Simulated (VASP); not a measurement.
# Settings for BeS: self-consistent run

BeS, F-43m (no. 216), 2 atoms in the cell. HSE06; PAW potentials S, Be (PBE set). VASP 6.6.1.

Wanted: energy within 2 meV/atom; gap on the mesh within 0.03 eV.

POSCAR:
```
BeS
1.0
    0.0000000000      2.4250000000      2.4250000000
    2.4250000000      0.0000000000      2.4250000000
    2.4250000000      2.4250000000      0.0000000000
S Be
1 1
Direct
    0.7500000000      0.7500000000      0.7500000000
    0.0000000000      0.0000000000      0.0000000000
```

## How exact exchange is summed

| How exact exchange is summed | Energy less reference (meV/atom) | Gap on the mesh (eV) | Time (s) |
|---|---|---|---|
| default | 0.0 | 4.080 | 19 |
| NKREDX = 2 | -2.7 | 4.094 | 15 |
| NKREDY = 2 | -15.3 | 4.095 | 15 |
| NKREDZ = 2 | -53.2 | 4.125 | 14 |
| EVENONLY = T | -6.6 | 4.093 | 14 |
| ODDONLY = T | 33.3 | 4.055 | 13 |
| LMAXFOCK = 2 | 0.0 | 4.080 | 17 |
| LMAXFOCK = 6 | 0.0 | 4.080 | 17 |

Chosen: default; no other choice that stays within half of the tolerance saves 30 % of the time.

## The input

INCAR.step1:
```
ALGO = Normal
EDIFF = 1E-5
ENCUT = 450
GGA = PE
ISIF = 2
ISMEAR = 0
LASPH = T
LCHARG = F
LREAL = F
LWAVE = T
NELM = 100
PREC = Accurate
SIGMA = 0.02
```

INCAR.step2, as INCAR.step1 but for:
```
- EDIFF = 1E-5
- LWAVE = T
+ EDIFF = 1E-7
+ HFSCREEN = 0.2
+ ISTART = 1
+ LHFCALC = T
+ LWAVE = F
+ PRECFOCK = Fast
```

KPOINTS:
```
k-points
0
Gamma
  4 4 4
```

Commands (each step's output is kept before the next begins):
```
cat potpaw_PBE.64/S/POTCAR potpaw_PBE.64/Be/POTCAR > POTCAR
cp INCAR.step1 INCAR
mpirun -np 1 vasp_std > vasp.out
cp INCAR.step2 INCAR
mpirun -np 1 vasp_std > vasp.out
```

The chosen input took VASP 6.6.1 19 s on 1 core (Intel Xeon Platinum 8375C @ 2.90GHz (Ice Lake)), a shared host.

## An input that fails: NKRED = 2 on an odd mesh

VASP's message: internal error in FOCK_FCC: number of k-points incorrect 1 27 2 2 2 If you are not a developer, you should not encounter this problem. Please submit a bug report.

k mesh: 4 × 4 × 4 becomes 3 × 3 × 3.

Changes against the starting input:
```
(all steps)
+ NKRED = 2
(KPOINTS)
-k-points
+Automatic mesh
-  4 4 4
+  3 3 3
+  0 0 0
```
